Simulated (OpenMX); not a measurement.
The system is Zr.

```
Zr
1.0
    -1.81000    1.81000    1.81000
     1.81000   -1.81000    1.81000
     1.81000    1.81000   -1.81000
Zr
1
Direct
  0.00000 0.00000 0.00000
```

This isn't the form of Zr at room conditions, which is hcp.

Base run:

| Property | Result |
| --- | --- |
| Program | OpenMX 3.8.5 |
| Functional | PBE |
| Potentials or basis | OpenMX 2013 PBE set, Zr7.0-s3p2d2, grid cutoff 400 Ry |
| k mesh | 11 × 11 × 11 |
| Occupations | fermi-dirac, width 0.05 eV |
| Spin | no spin polarisation |

Its results: pressure -1.8 GPa.

Q: The run is repeated on the same cell with these changes: functional from PBE to LDA; potentials or basis from OpenMX 2013 PBE set, Zr7.0-s3p2d2, grid cutoff 400 Ry to OpenMX 2013 LDA set, Zr7.0-s3p2d2, grid cutoff 400 Ry. What comes out?

A: Pressure -8.2 GPa.

Caveats: the basis of atomic orbitals isn't converged, which shifts pressures, moduli and gaps.
